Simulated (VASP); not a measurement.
# MoTe₂: A machine-learned force field beside DFT: cell, elastic constants, vibrations

MoTe₂, P6_3/mmc (no. 194), 6 atoms in the cell. PBE with D3(BJ), machine-learned force field beside DFT: cell, elastic constants, modes; PAW potentials Te, Mo (PBE set).

Atoms in the training cell: 72; Target temperature (K): 700.

## Input

INCAR.step1:
```
ALGO = Normal
EDIFF = 1E-7
EDIFFG = -0.002
ENCUT = 300
GGA = PE
IBRION = 2
ISIF = 3
ISMEAR = 0
IVDW = 12
KPAR = 8
LASPH = T
LCHARG = F
LREAL = F
LWAVE = F
NELM = 80
NELMIN = 4
NSW = 80
PREC = Accurate
SIGMA = 0.05
```

INCAR.step2, as INCAR.step1 but for:
```
- EDIFF = 1E-7
- EDIFFG = -0.002
- IBRION = 2
- NSW = 80
+ EDIFF = 1E-8
+ IBRION = 6
+ NFREE = 2
+ NSW = 1
+ POTIM = 0.015
```

INCAR.step3:
```
EDIFFG = -0.002
IBRION = 2
ISIF = 3
LCHARG = F
LWAVE = F
ML_LMLFF = T
ML_MODE = run
NSW = 300
```

INCAR.step4:
```
IBRION = 6
ISIF = 3
LCHARG = F
LWAVE = F
ML_LMLFF = T
ML_MODE = run
NFREE = 2
NSW = 1
POTIM = 0.015
```

KPOINTS.step1:
```
k-points
0
Gamma
  7 7 2
```

KPOINTS.step3:
```
k-points
0
Gamma
  1 1 1
```

POSCAR.step1:
```
Te2Mo
1.0
    3.5182000000      0.0000000000      0.0000000000
   -1.7591000000      3.0468505756      0.0000000000
    0.0000000000      0.0000000000     13.9736000000
Te Mo
4 2
Direct
    0.6666666667      0.3333333333      0.3790000000
    0.3333333333      0.6666666667      0.8790000000
    0.6666666667      0.3333333333      0.1210000000
    0.3333333333      0.6666666667      0.6210000000
    0.6666666667      0.3333333333      0.7500000000
    0.3333333333      0.6666666667      0.2500000000
```

Commands (each step's output is kept before the next begins):
```
cat potpaw_PBE.64/Te/POTCAR potpaw_PBE.64/Mo/POTCAR > POTCAR
cp INCAR.step1 INCAR
cp KPOINTS.step1 KPOINTS
cp POSCAR.step1 POSCAR
mpirun -np 8 vasp_std > vasp.out
cp CONTCAR POSCAR
cp INCAR.step2 INCAR
mpirun -np 8 vasp_std > vasp.out
cp ../ML_FF.fit ML_FF
cp INCAR.step3 INCAR
cp KPOINTS.step3 KPOINTS
cp POSCAR.step1 POSCAR
mpirun -np 1 vasp_gam > vasp.out
cp CONTCAR POSCAR
cp INCAR.step4 INCAR
mpirun -np 1 vasp_gam > vasp.out
```

## Result

- Volume (Å³/atom), DFT: 23.987
- Volume (Å³/atom), force field: 24.465
- Bulk modulus (GPa), DFT: 49
- Bulk modulus (GPa), force field: 47
- Shear modulus (GPa), DFT: 40
- Shear modulus (GPa), force field: 37
- Volume error (%): 1.99
- Frequency error (cm⁻¹): 1.9

Elastic constants (GPa):

|  | DFT | Force field |
|---|---|---|
| C11 | 135.8 | 135.7 |
| C12 | 31.9 | 38.2 |
| C13 | 16.5 | 12.3 |
| C22 | 135.8 | 135.7 |
| C23 | 16.5 | 12.3 |
| C33 | 69.9 | 63.4 |
| C44 | 31.7 | 27.6 |
| C55 | 31.7 | 27.6 |
| C66 | 52.0 | 48.8 |

Modes of this cell (cm⁻¹):

| Mode | DFT | Force field |
|---|---|---|
| 1 | -0.0 | -0.0 |
| 2 | -0.0 | -0.0 |
| 3 | -0.0 | -0.0 |
| 4 | 32.0 | 29.7 |
| 5 | 32.0 | 29.7 |
| 6 | 46.9 | 43.4 |
| 7 | 116.5 | 116.9 |
| 8 | 116.5 | 116.9 |
| 9 | 119.6 | 120.5 |
| 10 | 119.6 | 120.5 |
| 11 | 171.9 | 170.3 |
| 12 | 178.8 | 180.5 |
| 13 | 234.4 | 236.6 |
| 14 | 234.4 | 236.6 |
| 15 | 234.5 | 237.1 |
| 16 | 234.5 | 237.1 |
| 17 | 284.2 | 287.0 |
| 18 | 291.1 | 290.1 |

ML_LOGFILE:
```
ML_LOGFILE 0.2.5

* MEMORY INFORMATION ********************

Estimated memory consumption for ML force field generation (MB):

Persistent allocations for force field  :     50.3
|
|-- CMAT for basis  :      8.9
|-- SINV for basis  :      8.9
|-- FMAT for basis  :      0.0
|-- DESC for basis  :      9.7
|-- DESC product matrix  :      4.4

Persistent allocations for ab initio data     :      0.0
|
|-- Ab initio data  :      0.0
|-- Ab initio data (new)  :      0.0

Temporary allocations for sparsification  :      0.0
|
|-- SVD matrices  :      0.0

Other temporary allocations  :      3.9
|
|-- Descriptors  :      0.0
|-- Regression  :      0.0
|-- Prediction  :      3.9

Total memory consumption  :     54.2

********************

* MACHINE LEARNING SETTINGS ********************

General settings
------------------------------------------------------------
Machine learning operation mode in strings (supertag)  :           run (I) ML_MODE
Machine learning operation mode  :             2     ML_ISTART
Machine learning force field type  :        kernel     ML_TYPE
Controls the verbosity of the output at each MD step when machine learning is used  :             0     ML_OUTPUT_MODE
[... 200 lines left out ...]

Program part                                         system clock (sec)       cpu time (sec)
---------------------------------------------------|--------------------|-------------------
Setup (file I/O, parameters,...)                   |              0.221 |              0.218
Descriptor and design matrix                       |              0.000 |              0.000
Sparsification of configurations                   |              0.037 |              0.037
Regression                                         |              0.000 |              0.000
Prediction                                         |              0.098 |              0.097
---------------------------------------------------|--------------------|-------------------
TOTAL                                              |              0.356 |              0.352

********************
```

ML_LOGFILE.step3:
```
ML_LOGFILE 0.2.5

* MEMORY INFORMATION ********************

Estimated memory consumption for ML force field generation (MB):

Persistent allocations for force field  :     50.3
|
|-- CMAT for basis  :      8.9
|-- SINV for basis  :      8.9
|-- FMAT for basis  :      0.0
|-- DESC for basis  :      9.7
|-- DESC product matrix  :      4.4

Persistent allocations for ab initio data     :      0.0
|
|-- Ab initio data  :      0.0
|-- Ab initio data (new)  :      0.0

Temporary allocations for sparsification  :      0.0
|
|-- SVD matrices  :      0.0

Other temporary allocations  :      3.8
|
|-- Descriptors  :      0.0
|-- Regression  :      0.0
|-- Prediction  :      3.8

Total memory consumption  :     54.1

********************

* MACHINE LEARNING SETTINGS ********************

General settings
------------------------------------------------------------
Machine learning operation mode in strings (supertag)  :           run (I) ML_MODE
Machine learning operation mode  :             2     ML_ISTART
Machine learning force field type  :        kernel     ML_TYPE
Controls the verbosity of the output at each MD step when machine learning is used  :             0     ML_OUTPUT_MODE
[... 200 lines left out ...]

Program part                                         system clock (sec)       cpu time (sec)
---------------------------------------------------|--------------------|-------------------
Setup (file I/O, parameters,...)                   |              0.213 |              0.207
Descriptor and design matrix                       |              0.000 |              0.000
Sparsification of configurations                   |              0.040 |              0.033
Regression                                         |              0.000 |              0.000
Prediction                                         |              0.048 |              0.045
---------------------------------------------------|--------------------|-------------------
TOTAL                                              |              0.301 |              0.285

********************
```

VASP 6.6.1 took 253 s on 8 cores (AMD EPYC 7R13 (Zen 3)), a shared host.
